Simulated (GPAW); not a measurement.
Write an ASE script for GPAW 26.7.0 that does the following.

| Item | Value |
| --- | --- |
| Task | single point |
| Functional | LDA |
| Potentials or basis | PAW data sets generated in the run's folder for this functional |
| Cutoff | 650 eV |
| Basis | pw |
| k mesh | 8 × 8 × 8 |
| Occupations | fermi-dirac, width 0.01 eV |
| Spin | no spin polarisation |
| Maxiter | 150 |

AlN:

```xyz
2
Lattice="0.0000 2.1840 2.1840 2.1840 0.0000 2.1840 2.1840 2.1840 0.0000" Properties=species:S:1:pos:R:3 pbc="T T T"
Al    0.0000    0.0000    0.0000
N     3.2760    3.2760    3.2760
```

Measurements of this composition are mostly on another form, of space group No. 186.

These files were run (other wordings do the same):

run.py

```python
from ase.dft.bandgap import bandgap
from ase.io import write
from ase.spacegroup import crystal
from ase.units import GPa
from gpaw import GPAW, PW, setup_paths

setup_paths.insert(0, '.')

# Al 4a
# N 4d
atoms = crystal(['Al', 'N'],
                basis=[[0.0, 0.0, 0.0],
                       [0.25, 0.25, 0.75]],
                spacegroup=216, setting=1,  # F-43m
                cellpar=[4.36798712, 4.36798712, 4.36798712, 90.0, 90.0, 90.0],
                primitive_cell=True)

calc = GPAW(mode=PW(650),
            xc='LDA',
            kpts={'size': (8, 8, 8), 'gamma': True},
            occupations={'name': 'fermi-dirac', 'width': 0.01},
            nbands=11,
            convergence={'density': 1e-05, 'energy': 1e-05},
            maxiter=150,
            txt='gpaw.txt')
atoms.calc = calc
energy = atoms.get_potential_energy()
forces = atoms.get_forces()
stress = atoms.get_stress()
calc.write('gs.gpw')
write('result.traj', atoms)
print(f'Energy: {energy:.6f} eV')
print('Forces (eV/A):')
print(forces.round(4))
print('Stress (GPa):', (stress / GPa).round(3))
print('Fermi level:', round(calc.get_fermi_level(), 4), 'eV')
print(f'Gap: {bandgap(calc)[0]:.4f} eV, direct: {bandgap(calc, direct=True)[0]:.4f} eV')
```

Potentials or basis: PAW data sets generated in the run's folder for this functional, pw.

Launch:

```sh
$ gpaw-setup -f LDA Al N
$ OMP_NUM_THREADS=1 python run.py
```

It gave:

```json
{
 "Pressure": "-6.5 GPa",
 "Band gap on the k mesh": "3.22 eV, indirect (least direct gap 4.25 eV)"
}
```

Caveat: the cutoff is short for stress and forces, so pressures can be off by a GPa or more.

Run time: 6.7 s on 1 thread of Arm Neoverse V1 (shared host), peak memory 0.13 GiB.
